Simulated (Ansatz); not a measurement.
Crystal: KI.

```
I K
1.0
     0.00000    3.53277    3.53277
     3.53277    0.00000    3.53277
     3.53277    3.53277    0.00000
I K
1 1
Cartesian
  3.5328 3.5328 3.5328
  0.0000 0.0000 0.0000
```

Base run:

- Program: Ansatz 0.2.0
- Functional: HSE06
- Potentials or basis: all-electron PAW datasets made for the crystal
- Cutoff: 290 eV (chosen from the basis error)
- k mesh: 6 × 6 × 6
- Occupations: fermi-dirac, width 0.05 eV
- Spin: no spin polarisation

Its results: band gap on the k mesh 4.96 eV, direct; pressure 0.4 GPa.

The run is repeated on the same cell with these changes: functional from HSE06 to PBE0. What comes out?

Band gap on the k mesh 5.65 eV, direct; pressure 0.4 GPa.

Caveats: spin-orbit coupling is left out, which moves the levels of the heavy elements.

